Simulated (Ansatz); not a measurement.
An Ansatz input:

```yaml
crystal:
  lattice:
    - [7.2011146381, 0.0, 0.0]
    - [-3.600557319, 6.2363482122, 0.0]
    - [0.0, 0.0, 4.2781835086]
  atoms:
    - { symbol: Ba, position: [1.0, 0.0, 1.0] }
    - { symbol: Ba, position: [0.3333333333, 0.6666666667, 0.5] }
    - { symbol: Ba, position: [0.6666666667, 0.3333333333, 0.5] }
hamiltonian:
  xc: rpbe
  pseudopotentials:
    kind: paw
    azcp:
      Ba: "pseudopotentials/Ba.paw.azcp"
basis:
  ecutwfc: 420
  fft_grid_basis: typed
kpoints:
  mp_grid: { grid: [6, 6, 8], shift: [0, 0, 0] }
magnetization:
  spin_polarized: false
scf:
  occupations: { method: fermi_dirac, width: 0.1 }
  lower_state_search: "off"
output:
  stress: true
```

Output

```
Engine: ansatz 0.2.0, aarch64-unknown-linux-gnu
Pseudopotentials: kind: paw
Pseudopotential: Ba, paw, valence charge 10, recommended cutoff 420 eV (normal) 
Functional definition: RPBE
  parameter kappa = 0.804
  parameter beta = 0.06672455060314922
  exchange = rpbe_x(kappa = kappa, mu = beta*pi^2/3)
  correlation = pbe_c(beta = beta)
Crystal: 3 atoms, lattice volume = 192.127 Å³
Basis set: ecut = 420 eV, 3711 PW (Γ)
Bands: 19, of which v1, the nominal top of the filled ones, is band 15 counted from 1 (14 counted from 0)
Symmetry: 24 space group operations
Space group: P6/mmm (ITA 191), of the structure as read, at distance tolerance 5.8e-5 Å
k-points: 35 of 288
Non-local potential: Ba, projectors of the file, l = 0: 3, l = 1: 2, l = 2: 2, l = 3: 2
PAW form: soft (Blöchl's): semilocal exchange-correlation on the pseudo side does not see the compensation charge
PAW frozen core: Ba, regenerated for the run's functional, and the local potential with it (the file was generated under x = pbe(κ = 0.804, μ = 0.2195149727645171), c = pbe(β = 0.06672455060314922))
PAW one-centre angular grid: Ba, 194 points (default); XC on 64 Gauss nodes
Initial density: superposition of atomic densities (neutral atoms: chi_scale 0, normalization atom), corrected by the library's trained network
Initial wavefunctions: pseudopotential atomic-orbital guess
Functional: x = rpbe, c = pbe(β = 0.06672455060314922)
SCF iter   1: F=—  HF=-17877.523948 eV  |F-HF|=—  |Δ(HF+E_count)|=         —  Δρ=2.31e-3  dr2=5.47e-2  ethr=1.77e-3  ⟨swp⟩=7.7  Hψ=8490  notcnv=0
automatic band count: the SCF goes on with 23 bands, as 19 were too few: the levels above may hold too much charge
SCF iter   2: F=—  HF=-17877.519693 eV  |F-HF|=—  |Δ(HF+E_count)|=   4.25e-3  Δρ=1.46e-3  dr2=2.17e-2  ethr=1.82e-4  ⟨swp⟩=1.0  Hψ=1086  notcnv=0
SCF iter   3: F=—  HF=-17877.517482 eV  |F-HF|=—  |Δ(HF+E_count)|=   2.21e-3  Δρ=2.50e-4  dr2=1.61e-4  ethr=7.23e-5  ⟨swp⟩=2.0  Hψ=916  notcnv=0
SCF iter   4: F=—  HF=-17877.517552 eV  |F-HF|=—  |Δ(HF+E_count)|=   6.94e-5  Δρ=9.93e-5  dr2=3.50e-5  ethr=5.36e-7  ⟨swp⟩=3.0  Hψ=1480  notcnv=0
SCF iter   5: F=—  HF=-17877.517534 eV  |F-HF|=—  |Δ(HF+E_count)|=   1.75e-5  Δρ=2.55e-5  dr2=1.68e-6  ethr=1.17e-7  ⟨swp⟩=2.2  Hψ=1282  notcnv=0
SCF iter   6: F=—  HF=-17877.517534 eV  |F-HF|=—  |Δ(HF+E_count)|=   2.84e-7  Δρ=6.51e-6  dr2=1.67e-7  ethr=5.60e-9  ⟨swp⟩=3.0  Hψ=1455  notcnv=0
SCF iter   7: F=-17877.517534 eV  HF=-17877.517534 eV  |F-HF|=9.75e-10  |Δ(HF+E_count)|=   2.72e-8  Δρ=1.86e-6  dr2=1.24e-8  ethr=3.33e-10  ⟨swp⟩=4.1  Hψ=2627  notcnv=0
SCF 1 converged in 7 iterations: F = -17877.517534 eV  dr2 = 1.24e-8
SCF converged after 7 iterations
Free energy (F): -17877.517534 eV
Harris-Foulkes:  -17877.517534 eV  (|F-HF|=9.75e-10)
Internal energy: -17877.331640 eV  (E = F + TS)
E sigma→0 (E₀):  -17877.424587 eV
Entropy (-TS):   -0.185895 eV (-61.965 meV/atom)
Fermi energy:    5.838099 eV
--- Per-component energies (eV) ---
  E_band       = -256.815016
  E_kinetic    = 500.059394
  E_local      = -1147.588364  (includes V_loc(G=0)·N_el)
  E_nonlocal   = 169.384873
  E_hartree    = 363.709187
  E_xc         = -500.974760
  E_vxc        = -400.771999  (∫ρ·V_xc dr)
  E_paw        = -15704.864236  (= ΣΔE_a)
  E_vpaw       = -105.317230  (= ΣTr[D̂ρ^β])
  E_aug_tail   = -0.000005  (compensation charges beyond the density's cutoff)
  E_ewald      = -1556.907886
  E_core_change = -0.149842  (= ΣΔE_core)
  E_smearing   = -0.185895  (= −TS)
  E_closure    = 0.000000  (closes the sum)
  Σ components = -17877.517534   (vs F -17877.517534, Δ=0.00e0)
--- Stress (GPa, compression-positive) ---
        0.686046      -0.000000       0.000000
       -0.000000       0.686046       0.000000
        0.000000       0.000000       0.670215
  P = ⅓ Tr σ = 0.6808 GPa (6.808 kbar)
```
